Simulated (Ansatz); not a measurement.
ZrO2 (baddeleyite type, space group P2_1/c)

```
ZrO2
1.0
    5.18930     0.00000     0.00000
    0.00000     5.24180     0.00000
   -0.90344     0.00000     5.30261
Zr O
4 8
Direct
  0.27571   0.04384   0.21016
  0.72429   0.54384   0.28984
  0.72429   0.95616   0.78984
  0.27571   0.45616   0.71016
  0.06488   0.32613   0.35022
  0.93512   0.82613   0.14978
  0.93512   0.67387   0.64978
  0.06488   0.17387   0.85022
  0.45109   0.75674   0.47528
  0.54891   0.25674   0.02472
  0.54891   0.24326   0.52472
  0.45109   0.74326   0.97528
```

A phonon eigenvector at Γ is frozen into this cell: atom i moves by Q times the vector below, so Q is the largest atomic displacement, in Å. The cell is held.

```tsv
atom	x	y	z
Zr1	-0.710	-0.021	-0.704
Zr2	0.710	-0.021	0.704
Zr3	-0.710	-0.021	-0.704
Zr4	0.710	-0.021	0.704
O5	0.206	0.059	0.240
O6	-0.206	0.059	-0.240
O7	0.206	0.059	0.240
O8	-0.206	0.059	-0.240
O9	0.039	0.060	0.007
O10	-0.039	0.060	-0.007
O11	0.039	0.060	0.007
O12	-0.039	0.060	-0.007
```

All values below come from PBE (plane waves to 420 eV, PAW, scalar-relativistic; Ansatz, a first-principles code). k mesh 5×5×5 (Γ-centred), Fermi-Dirac smearing 0.05 eV. Energies are smeared free energies. The PAW data are Ansatz's earlier set. ZrO2 is run without spin polarisation. ZrO2 was relaxed with its symmetry unable to fall. ΔE is measured from the undisplaced structure.

```csv
Q (Å),ΔE (meV/cell)
-0.1000,186.2
-0.0833,129.2
-0.0667,82.6
-0.0500,46.5
-0.0333,withheld
-0.0167,5.2
0.0000,0.0
0.0167,5.2
0.0333,withheld
0.0500,46.5
0.0667,82.6
0.0833,129.2
0.1000,186.2
```

**Question.** Fit an even polynomial form (powers 2, 4) to the given rows and predict ΔE at Q = -0.0333.

**Answer.** Least squares on the 11 given rows: ΔE = (18570)·Q² + (5361)·Q⁴, in meV/cell with Q in Å; root-mean-square residual 0.07 meV/cell. At -0.0333 the fit gives 20.6 meV/cell; the calculation gives 20.6 meV/cell, the same to the digits shown. The quadratic term alone would give 20.6 meV/cell.

(For displaced atoms, the force is minus the slope of the energy, and its curvature is a force constant, which sets phonon frequencies.)
